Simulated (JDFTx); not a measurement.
Crystal: Er.

```xyz
1
Lattice="-1.9779 1.9779 1.9779 1.9779 -1.9779 1.9779 1.9779 1.9779 -1.9779" Properties=species:S:1:pos:R:3 pbc="T T T"
Er    0.0000    0.0000    0.0000
```

This isn't the form of Er at room conditions, which is hcp.

| Quantity | Value |
| --- | --- |
| Program | JDFTx 1.7.0 (patched build) |
| Task | single point |
| Functional | PBE |
| Potentials or basis | PseudoDojo-SR-PBE-0.4 3+ lanthanide files with smoothed tails |
| Cutoff | 789 eV |
| Density cutoff | 3157 eV |
| k mesh | 9 × 9 × 9 |
| Occupations | fermi-dirac, width 0.05 eV |
| Spin | no spin polarisation |

On this cell: pressure -0.3 GPa; band gap on the k mesh none (metal or under the smearing width).

The same run follows on a disturbed copy (cell strained at random at fixed volume):

```
Er
1.0
    -2.01145    2.01738    2.04652
     1.96539   -1.94784    1.93092
     1.98651    1.92290   -1.97698
Er
1
Direct
  0.99230 0.98784 0.99020
```

**Question.** What changes?

**Answer.** The energy (extrapolated to zero smearing) moves by +4.2 meV/atom; pressure -0.3 GPa; band gap on the k mesh none (metal or under the smearing width).

Stress tensor (GPa, compression positive):
```
-0.29  0.33  0.59
 0.33 -0.38 -0.85
 0.59 -0.85 -0.19
```

Caveats: the 4f electrons are frozen in the core as for a trivalent ion, so they carry no moment and show no levels.
